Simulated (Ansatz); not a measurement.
A series in volume scale on Sr

All results are calculated (Ansatz 0.2.0). Plane-wave DFT, scalar-relativistic PAW made under PBE with cores redone for the functional, no dispersion; the given relaxed cell is scaled uniformly, energy at zero smearing counts from the unscaled cell, pressure at the given Fermi-Dirac smearing is positive in compression.

The cell before it is scaled or strained (space group Fd-3m, No. 227):
```
CELL_PARAMETERS angstrom
0.00000 4.89770 4.89770
4.89770 0.00000 4.89770
4.89770 4.89770 0.00000
ATOMIC_POSITIONS crystal
Sr 0.12500 0.12500 0.12500
Sr 0.87500 0.87500 0.87500
```

Settings of every row: spin polarised no; functional revPBE; wave cutoff 420 eV; smearing width 0.1 eV; k mesh 7x7x7.

Atom starting moment: 0 on all atoms.

Limits: the cell comes from a prototype or a list of computed structures and needn't be the stable phase.

```
row  volume scale  V (Å³/atom)  energy change per atom (meV)  pressure (GPa)
  1          0.88      103.385                         19.14            0.39
  2          0.92      108.085                             ?               ?
  3          0.96      112.784                          2.73            0.12
  4          1.04      122.183                          0.19           -0.08
  5          1.08      126.882                          2.83           -0.15
  6          1.12      131.581                           7.5           -0.21
```

Question: what energy change per atom and pressure should row 2 give?

Worked fit of energy change per atom. Take u = (V_r/V)^(2/3) − 1 with V_r = 122.18 Å³ an atom, which is twice the finite (Eulerian) strain; such expansions in the strain, on which the Birch-Murnaghan equation of state is built, carry the rest volume and the bulk modulus. The shown rows have u = 0.11779, 0.0548, -2e-05, -0.02486, -0.04822. Least squares give energy change per atom = 0.268 − 58.86 × u + 1862.01 × u² meV; a straight line predicts inner rows, each left out in turn, worse (root mean square 6.2 against 0.16 meV). The rows lie off it by -0.03, 0.10, -0.08, -0.05, 0.06 (root mean square 0.068 meV). The withheld row has u = 0.08515, so the fit gives 0.268 − 58.86 × (0.08515) + 1862.01 × (0.08515)² = 8.76 meV.

The calculation gave 8.92 meV. The fit lies 0.16 meV (1.8 % of the value, 0.84 % of the column's range) below it; its largest miss of a shown row is 0.10 meV.

Worked fit of pressure. Take u = (V_r/V)^(2/3) − 1 with V_r = 122.18 Å³ an atom, which is twice the finite (Eulerian) strain; such expansions in the strain, on which the Birch-Murnaghan equation of state is built, carry the rest volume and the bulk modulus. The shown rows have u = 0.11779, 0.0548, -2e-05, -0.02486, -0.04822. Least squares give pressure = −0.076 + 3.139 × u + 7.02 × u² GPa; a straight line predicts inner rows, each left out in turn, worse (root mean square 0.023 against 0.0056 GPa). All shown rows lie on it to the printed digit. The pressure vanishes at u = 0.0230, or V = 118.1 Å³ an atom, and there the bulk modulus at fixed shape and fractions is B = −V dP/dV = (2/3)(1 + u) dP/du = 2.36 GPa. The withheld row has u = 0.08515, so the fit gives −0.076 + 3.139 × (0.08515) + 7.02 × (0.08515)² = 0.24 GPa.

The calculation gave 0.24 GPa. The fit meets it to the printed digit.
